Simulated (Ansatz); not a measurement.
## CsBr (Pm-3m)

The calculation used DFT PBE, scalar-relativistic, plane waves, PAW in Ansatz.

Cutoff 420 eV; k points 6×6×6 on the computed 2-atom cell (Γ-centred); Gaussian smearing, width 0.02 eV; no spin polarisation.

The structure is relaxed at this level of theory with its symmetry kept.

It takes space group Pm-3m (No. 221, cubic). Conventional cell: a = 4.389 Å, b = 4.389 Å, c = 4.389 Å, α = 90.00°, β = 90.00°, γ = 90.00°. Cs (site symmetry m-3m) has 8 Br at 3.80 Å as nearest neighbours. Br (site symmetry m-3m) is surrounded by 8 Cs at 3.80 Å.

| Item | Value |
| --- | --- |
| Volume per atom | 42.28 Å³ |
| Formation energy from the elements' standard states (Br, Hg as crystals; uncorrected) | -1.769 eV/atom |
| Kohn–Sham band gap | 4.25 eV |
| Löwdin character of the top 1 eV of the valence band | Br 4p 95 % |
| Bader charges (e) | Cs (1 in the cell) 0.82, Br (1 in the cell) -0.82 |

Spin-orbit coupling is left out, which matters for the bands of heavy elements.